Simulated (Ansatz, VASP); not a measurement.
**One calculation of Ag, two programs**

File INCAR:

```
SYSTEM = Ag
  PREC = Accurate
  ENCUT = 520
  EDIFF = 1E-6
  ISMEAR = -1
  SIGMA = 0.05
  LREAL = .False.
  LASPH = .True.
  NELM = 60
  ALGO = Normal
  ISIF = 2
  LWAVE = .False.
  LCHARG = .False.
  GGA = PE
  NBANDS = 12
```

Contents of KPOINTS:

```
regular mesh
0
Gamma
  15 15 15
  0 0 0
```

Contents of POSCAR:

```
Ag
1.0
    0.0000000000      2.0498877575      2.0498877575
    2.0498877575      0.0000000000      2.0498877575
    2.0498877575      2.0498877575      0.0000000000
Ag
1
Direct
    0.0000000000      0.0000000000      0.0000000000
```

Input for Ansatz:

```yaml
crystal:
  lattice:
    - [0.0, 2.0498877575, 2.0498877575]
    - [2.0498877575, 0.0, 2.0498877575]
    - [2.0498877575, 2.0498877575, 0.0]
  atoms:
    - { symbol: Ag, position: [0.0, 0.0, 0.0] }
kpoints:
  mp_grid: { grid: [15, 15, 15] }
  band_path:
    path:
      - [0.0, 0.0, 0.0]
      - [0.5, 0.0, 0.5]
      - [0.625, 0.25, 0.625]
      - [0.375, 0.375, 0.75]
      - [0.0, 0.0, 0.0]
      - [0.5, 0.5, 0.5]
      - [0.5, 0.25, 0.75]
      - [0.5, 0.0, 0.5]
    npoints: 5
scf:
  occupations: { method: fermi_dirac, width: 0.05 }
hamiltonian:
  xc: pbe
  pseudopotentials: { kind: all_electron, lapw: { basis_error: 0.001 } }
output:
  forces: true
  stress: true
  eigenvalues: true
```

Change from the starting cell: volume scaled by 1.01.

Alike in both runs: task single point; functional PBE; k mesh 15 × 15 × 15; occupations fermi-dirac, width 0.05 eV; no spin polarisation.

|  | VASP | Ansatz |
| --- | --- | --- |
| version | VASP 6.6.1 | Ansatz 0.2.0 |
| potentials or method | VASP PAW PBE potentials, release 64 (Ag) | all-electron LAPW, scalar-relativistic |
| plane-wave cutoff (eV) | 520 | see its input |

```tsv
	VASP	Ansatz	Ansatz less VASP
pressure (GPa)	3.3	3.4	+0.14
```

Ansatz ran all-electron here, so the differences hold the error of VASP's frozen core and of both bases.
